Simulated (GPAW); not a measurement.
# Ge (P6_3/mmc) in GPAW: a series of runs, part 2 of 2

GPAW 26.7.0. Earlier steps stand in the parts before.

## Step 5: Relaxation of cell and atoms, PBEsol, target pressure 5 GPa, at which the enthalpy is minimised

run.py reads:

```python
from ase import Atoms
from ase.filters import FrechetCellFilter
from ase.io import write
from ase.optimize import BFGS
from ase.units import GPa
from gpaw import GPAW, PW, setup_paths

setup_paths.insert(0, '.')

atoms = Atoms(['Ge', 'Ge', 'Ge', 'Ge'],
              cell=[[3.9975858431, 0.0, 0.0],
                    [-1.9987929216, 3.462010894, 0.0],
                    [0.0, 0.0, 6.59937795]],
              scaled_positions=[[0.3333333333, 0.6666666667, 0.93709875],
                                [0.6666666667, 0.3333333333, 0.43709875],
                                [0.3333333333, 0.6666666667, 0.56290125],
                                [0.6666666667, 0.3333333333, 0.06290125]],
              pbc=True)

calc = GPAW(mode=PW(600),
            xc='PBEsol',
            kpts={'size': (7, 7, 4), 'gamma': True},
            occupations={'name': 'fermi-dirac', 'width': 0.05},
            nbands=18,
            convergence={'density': 1e-05, 'forces': 0.0001},
            maxiter=150,
            txt='gpaw.txt')
atoms.calc = calc
opt = BFGS(FrechetCellFilter(atoms, scalar_pressure=5 * GPa), trajectory='relax.traj', logfile='-')
done = opt.run(fmax=0.02, steps=60)
calc.write('gs.gpw')
write('result.traj', atoms)
print('Converged:', done)
print('Cell:', atoms.cell.cellpar().round(4))
print('Volume:', round(atoms.get_volume(), 4))
print(atoms.get_scaled_positions().round(5))
```

Potentials or basis: PAW data sets generated in the run's folder for this functional, pw.

Launch:

```
> gpaw-setup -f PBEsol Ge
> OMP_NUM_THREADS=1 python run.py
```

gpaw.txt:

```text
__  _  _
 | _ |_)|_||  |
 |__||  | ||/\| - 26.7.0

Input parameters:
  mode=PW(ecut=600.0),
  convergence={'density': 1e-05, 'forces': 0.0001},
  kpts=MonkhorstPack(size=(7, 7, 4), gamma=True),
  maxiter=150,
  nbands=18,
  occupations=Occupations(name='fermi-dirac', width=0.05),
  xc=XC(name='PBEsol')

Diagonalizing LCAO Hamiltonian
Converting LCAO to pw mode

        Ge

        Ge
            Ge

            Ge

Atoms  # Å, Bohr magnetons
|   | symbol |         x |        y |        z |    initial magnetic moments |
|---|--------|-----------|----------|----------|-----------------------------|
| 0 |     Ge | -0.000000 | 2.308007 | 6.184269 | ( 0.0000,  0.0000,  0.0000) |
| 1 |     Ge |  1.998793 | 1.154004 | 2.884580 | ( 0.0000,  0.0000,  0.0000) |
| 2 |     Ge | -0.000000 | 2.308007 | 3.714798 | ( 0.0000,  0.0000,  0.0000) |
| 3 |     Ge |  1.998793 | 1.154004 | 0.415109 | ( 0.0000,  0.0000,  0.0000) |

Unit cell  # Å
| periodic |         x |        y |        z |  lengths |     angles |
|----------|-----------|----------|----------|----------|------------|
|      yes |  3.997586 | 0.000000 | 0.000000 | 3.997586 |  90.000000 |
|      yes | -1.998793 | 3.462011 | 0.000000 | 3.997586 |  90.000000 |
|      yes |  0.000000 | 0.000000 | 6.599378 | 6.599378 | 120.000000 |

Number of symmetries: 12
Symmetry operations  # r_c * U_cc + t_c -> r_c
|    | kind |            matrix            |
|----|------|------------------------------|
|  0 |  σ   |  1, 1, 0,  0,-1, 0,  0, 0, 1 |
|  1 |  S6  |  1, 1, 0, -1, 0, 0,  0, 0,-1 |
|  2 |  E   |  1, 0, 0,  0, 1, 0,  0, 0, 1 |
|  3 |  C2  |  1, 0, 0, -1,-1, 0,  0, 0,-1 |
|  4 |  C2  |  0, 1, 0,  1, 0, 0,  0, 0,-1 |
|  5 |  C3  |  0, 1, 0, -1,-1, 0,  0, 0, 1 |
|  6 |  S6  |  0,-1, 0,  1, 1, 0,  0, 0,-1 |
|  7 |  σ   |  0,-1, 0, -1, 0, 0,  0, 0, 1 |
|  8 |  σ   | -1, 0, 0,  1, 1, 0,  0, 0, 1 |
[... 151 lines left out ...]
|          4 |         4.323 |     2.000 |
|          5 |         5.647 |     1.936 |
[... 8 lines left out ...]
|         14 |        10.348 |     0.000 |
|         15 |        11.776 |     0.000 |
|        ... |               |           |
|         17 |        13.090 |     0.000 |

[... 259 lines left out ...]
|----------|-----------|----------|-----------|----------|------------|
|      yes |  3.914326 | 0.000000 |  0.000000 | 3.914326 |  90.000000 |
|      yes | -1.957163 | 3.389905 | -0.000000 | 3.914326 |  90.000000 |
|      yes |  0.000000 | 0.000000 |  6.446697 | 6.446697 | 120.000000 |

Number of symmetries: 12
Symmetry operations  # r_c * U_cc + t_c -> r_c
|    | kind |            matrix            |
|----|------|------------------------------|
|  0 |  σ   |  1, 1, 0,  0,-1, 0,  0, 0, 1 |
|  1 |  S6  |  1, 1, 0, -1, 0, 0,  0, 0,-1 |
|  2 |  E   |  1, 0, 0,  0, 1, 0,  0, 0, 1 |
|  3 |  C2  |  1, 0, 0, -1,-1, 0,  0, 0,-1 |
|  4 |  C2  |  0, 1, 0,  1, 0, 0,  0, 0,-1 |
|  5 |  C3  |  0, 1, 0, -1,-1, 0,  0, 0, 1 |
|  6 |  S6  |  0,-1, 0,  1, 1, 0,  0, 0,-1 |
|  7 |  σ   |  0,-1, 0, -1, 0, 0,  0, 0, 1 |
|  8 |  σ   | -1, 0, 0,  1, 1, 0,  0, 0, 1 |
[... 112 lines left out ...]
SCF iterations
|iter     | |      energy | eigst |  dens |force |
|---------|-|-------------|-------|-------|------|
|iter:   1| |  -19.711891 | -1.22 |       |      |
|iter:   2| |  -19.690422 | -3.78 | -1.31 |      |
|iter:   3| |  -19.532292 | -2.65 | -1.34 |      |
|iter:   4| |  -19.525022 | -3.52 | -2.04 |      |
|iter:   5| |  -19.524826c| -4.68 | -2.53 |      |
|iter:   6| |  -19.524828c| -6.54 | -3.69 |      |
|iter:   7| |  -19.524828c| -7.79c| -4.16 |      |
|iter:   8| |  -19.524828c| -8.26c| -4.91 |      |
|iter:   9| |  -19.524828c| -9.36c| -5.83c|      |
|iter:  10| |  -19.524828c|-10.02c| -6.31c|-5.18c|

Converged in 10 steps
Energy contributions relative to reference atoms: (reference = -228223.039753)

Energy contributions:
  Kinetic:          64.644037
  Coulomb:         -56.919229
  Zero:             -0.003835
  External:          0.000000
  Xc:              -27.245066
  Entropy:          -0.001471
  Spinorbit:         0.000000
  ----------------------------
  Free energy:     -19.525564
  Extrapolated:    -19.524828
[... 52 lines left out ...]
Atoms  # Å, Bohr magnetons
|   | symbol |         x |        y |        z |    initial magnetic moments |
|---|--------|-----------|----------|----------|-----------------------------|
| 0 |     Ge | -0.000000 | 2.264887 | 6.055791 | ( 0.0000,  0.0000,  0.0000) |
| 1 |     Ge |  1.961450 | 1.132444 | 2.824565 | ( 0.0000,  0.0000,  0.0000) |
| 2 |     Ge | -0.000000 | 2.264887 | 3.637886 | ( 0.0000,  0.0000,  0.0000) |
| 3 |     Ge |  1.961450 | 1.132444 | 0.406661 | ( 0.0000,  0.0000,  0.0000) |

Unit cell  # Å
| periodic |         x |        y |         z |  lengths |     angles |
|----------|-----------|----------|-----------|----------|------------|
|      yes |  3.922900 | 0.000000 |  0.000000 | 3.922900 |  90.000000 |
|      yes | -1.961450 | 3.397331 | -0.000000 | 3.922900 |  90.000000 |
|      yes |  0.000000 | 0.000000 |  6.462452 | 6.462452 | 120.000000 |

Number of symmetries: 12
Symmetry operations  # r_c * U_cc + t_c -> r_c
|    | kind |            matrix            |
|----|------|------------------------------|
|  0 |  σ   |  1, 1, 0,  0,-1, 0,  0, 0, 1 |
|  1 |  S6  |  1, 1, 0, -1, 0, 0,  0, 0,-1 |
|  2 |  E   |  1, 0, 0,  0, 1, 0,  0, 0, 1 |
|  3 |  C2  |  1, 0, 0, -1,-1, 0,  0, 0,-1 |
|  4 |  C2  |  0, 1, 0,  1, 0, 0,  0, 0,-1 |
|  5 |  C3  |  0, 1, 0, -1,-1, 0,  0, 0, 1 |
|  6 |  S6  |  0,-1, 0,  1, 1, 0,  0, 0,-1 |
|  7 |  σ   |  0,-1, 0, -1, 0, 0,  0, 0, 1 |
|  8 |  σ   | -1, 0, 0,  1, 1, 0,  0, 0, 1 |
[... 173 lines left out ...]
Forces  # eV/Ang
|        x |        y |        z |
|----------|----------|----------|
|  0.00000 |  0.00000 |  0.00579 |  # Ge   0
|  0.00000 | -0.00000 |  0.00579 |  # Ge   1
|  0.00000 |  0.00000 | -0.00579 |  # Ge   2
| -0.00000 | -0.00000 | -0.00579 |  # Ge   3

# Writing to gs.gpw (mode='')
```

stdout:

```text
Step          Energy          fmax
BFGS:    0      -16.775362        0.719472
BFGS:    1      -16.793692        0.643054
BFGS:    2      -16.855993        0.086267
BFGS:    3      -16.857106        0.007960
Converged: True
Cell: [  3.9229   3.9229   6.4625  90.      90.     120.    ]
Volume: 86.1276
[[0.33333 0.66667 0.93707]
 [0.66667 0.33333 0.43707]
 [0.33333 0.66667 0.56293]
 [0.66667 0.33333 0.06293]]
```

It took 76 s on 1 thread of Arm Neoverse V2, shared host; peak memory 0.22 GiB.

What came out:

```
Free energy                                            : -19.5449 eV
Relaxed volume                                         : 21.53 Å³/atom
Relaxed cell                                           : a = 3.923 Å, b = 3.923 Å, c = 6.462 Å, α = 90.00°, β = 90.00°, γ = 120.00°
Space group after relaxing (to 0.05 Å)                 : P6_3/mmc (No. 194)
Energy change on relaxing (the enthalpy is what falls) : +20.2 meV/atom
Ionic steps                                            : 4
Pressure after relaxing                                : 5.0 GPa
Largest force after relaxing                           : 0.006 eV/Å
Band gap on the k mesh                                 : none (metal or under the smearing width)
```

Forces on the atoms (eV/Å):
```
Ge   0.000  0.000  0.006
Ge   0.000  0.000  0.006
Ge   0.000  0.000 -0.006
Ge   0.000  0.000 -0.006
```

The path:
| step | energy change (eV) | largest force (eV/Å) | pressure (GPa) | volume (Å³) |
| --- | --- | --- | --- | --- |
| 1 | 0.0000 | 0.0057 | 0.27 | 91.33 |
| 2 | 0.0022 | 0.0019 | 0.76 | 90.68 |
| 3 | 0.1000 | 0.0106 | 5.59 | 85.54 |
| 4 | 0.0807 | 0.0058 | 4.96 | 86.13 |

Final structure:
```
Ge
1.0
     3.92290    0.00000    0.00000
    -1.96145    3.39733    0.00000
     0.00000    0.00000    6.46245
Ge
4
Direct
  0.33333 0.66667 0.93707
  0.66667 0.33333 0.43707
  0.33333 0.66667 0.56293
  0.66667 0.33333 0.06293
```

Levels at points of the mesh, in eV from the Fermi level:
```csv
k point,band 6,band 7,band 8,band 9,band 10,band 11
"(0.00, 0.00, 0.00)",-0.30,-0.11,0.02,0.02,0.45,2.10
"(0.00, 0.00, 0.50)",-1.05,-1.05,-1.05,0.72,0.72,3.26
```

Caveat: later steps reuse the first step's grids.

## Step 6: Relaxation of cell and atoms, PBEsol, target pressure 10 GPa, at which the enthalpy is minimised

Edit run.py of step 5 so:

```diff
@@ -28,3 +28,3 @@
 atoms.calc = calc
-opt = BFGS(FrechetCellFilter(atoms, scalar_pressure=5 * GPa), trajectory='relax.traj', logfile='-')
+opt = BFGS(FrechetCellFilter(atoms, scalar_pressure=10 * GPa), trajectory='relax.traj', logfile='-')
 done = opt.run(fmax=0.02, steps=60)
```

Potentials or basis: PAW data sets generated in the run's folder for this functional, pw.

Launch:

```
> gpaw-setup -f PBEsol Ge
> OMP_NUM_THREADS=1 python run.py
```

It took 90 s on 1 thread of Arm Neoverse V2, shared host; peak memory 0.21 GiB.

Results (log left out):

```yaml
Free_energy: -19.3543 eV
Relaxed_volume: 20.50 Å³/atom
Relaxed_cell: a = 3.859 Å, b = 3.859 Å, c = 6.359 Å, α = 90.00°, β = 90.00°, γ = 120.00°
Space_group_after_relaxing_to_0.05_Å: P6_3/mmc (No. 194)
Energy_change_on_relaxing_the_enthalpy_is_what_falls: +67.9 meV/atom
Ionic_steps: 5
Pressure_after_relaxing: 10.0 GPa
Largest_force_after_relaxing: 0.006 eV/Å
Band_gap_on_the_k_mesh: none (metal or under the smearing width)
```

Forces in eV/Å, atoms in the order of the input:
```
Ge   0.000  0.000 -0.006
Ge   0.000  0.000 -0.006
Ge   0.000  0.000  0.006
Ge   0.000  0.000  0.006
```

Stress tensor (GPa, compression positive):
```
 9.94  0.00  0.00
 0.00  9.94  0.00
 0.00  0.00 10.11
```

The path:
```csv
step,energy change (eV),largest force (eV/Å),pressure (GPa),volume (Å³)
1,0.0000,0.0057,0.27,91.33
2,0.0067,0.0027,1.31,89.99
3,0.3634,0.0121,11.93,80.66
4,0.2629,0.0078,9.80,82.14
5,0.2715,0.0063,9.99,82.00
```

Final structure:
```xyz
4
Lattice="3.8588 0.0000 0.0000 -1.9294 3.3418 0.0000 0.0000 0.0000 6.3588" Properties=species:S:1:pos:R:3 pbc="T T T"
Ge    0.0000    2.2279    5.9582
Ge    1.9294    1.1139    2.7788
Ge    0.0000    2.2279    3.5799
Ge    1.9294    1.1139    0.4006
```

Levels at points of the mesh, in eV from the Fermi level:
```tsv
k point	band 4	band 5	band 6	band 7	band 8	band 9	band 10	band 11	band 12	band 13
(0.00, 0.00, 0.00)	-1.86	-1.86	-0.36	-0.01	-0.01	-0.01	0.88	2.04	2.04	2.70
(0.00, 0.00, 0.50)	-5.20	-1.15	-1.15	-1.15	-1.15	0.84	0.84	3.25	3.25	3.25
```

Caveat: later steps reuse the first step's grids.

## Step 7: The runs side by side

| task | cell | k mesh | cutoff (eV) | maxiter | convergence | optimizer | fmax | max steps | gap on the mesh (eV) | pressure (GPa) | largest force (eV/Å) |
| --- | --- | --- | --- | --- | --- | --- | --- | --- | --- | --- | --- |
| single point | as given | 6 × 6 × 4 | 450 | 120 | default | - | - | - | 0.07 | 0.3 | - |
| relaxation of cell and atoms | relaxed | 7 × 7 × 4 | 600 | 150 | density=1e-05 forces=0.0001 | BFGS | 0.02 eV/Å | 60 | 0.07 | 0.0 | 0.02 |
| relaxation of cell and atoms | relaxed to 2 GPa | 7 × 7 × 4 | 600 | 150 | density=1e-05 forces=0.0001 | BFGS | 0.02 eV/Å | 60 | none | 2.0 | 0.02 |
| relaxation of cell and atoms | relaxed to 5 GPa | 7 × 7 × 4 | 600 | 150 | density=1e-05 forces=0.0001 | BFGS | 0.02 eV/Å | 60 | none | 5.0 | 0.01 |
| relaxation of cell and atoms | relaxed to 10 GPa | 7 × 7 × 4 | 600 | 150 | density=1e-05 forces=0.0001 | BFGS | 0.02 eV/Å | 60 | none | 10.0 | 0.01 |

Alike in all rows: level PBEsol; potentials or basis PAW data sets generated in the run's folder for this functional, pw; no spin polarisation; smearing fermi-dirac 0.05 eV.

Caveats: later steps reuse the first step's grids (some runs); the cutoff is short for stress and forces, so pressures can be off by a GPa or more (some runs); an odd mesh through Γ misses points on the zone boundary, where band edges often lie (some runs).

Total energies depend on the potentials used, so only differences within one code and one set of settings carry meaning.
